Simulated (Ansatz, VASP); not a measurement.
# SrO in VASP and in Ansatz

```xyz
2
Lattice="0.0000 2.5974 2.5974 2.5974 0.0000 2.5974 2.5974 2.5974 0.0000" Properties=species:S:1:pos:R:3 pbc="T T T"
Sr    0.0000    0.0000    0.0000
O     2.5974    2.7388    2.7388
```

Change from the starting cell: all O atoms moved -0.200 Å, as atom 2 towards its neighbour atom 2 (O) at 3.673 Å.

Alike in both runs: task single point; functional PBE; k mesh 8 × 8 × 8; occupations gaussian, width 0.05 eV; no spin polarisation.

```csv
,VASP,Ansatz
version,VASP 6.6.1,Ansatz 0.2.0
potentials or method,"VASP PAW PBE potentials, release 64 (Sr_sv, O)","scalar-relativistic, plane waves, PAW"
plane-wave cutoff (eV),520,420
valence electrons in the cell,16,16
```

|  | VASP | Ansatz | Ansatz less VASP |
| --- | --- | --- | --- |
| gap on the k mesh at the Fermi level (eV) | 3.52 | 3.56 | +0.042 |
| least direct gap on the mesh (eV) | 3.56 | 3.59 | +0.033 |
| pressure (GPa) | 1.5 | 1.0 | -0.55 |
| largest component of the traceless stress (GPa) | 1.33 | 1.25 | -0.079 |
| rms of the force components (eV/Å) | 0.249 | 0.233 | -0.0158 |

Atom by atom the forces differ by 0.016 eV/Å (rms over components).

A k mesh can miss the band edges.
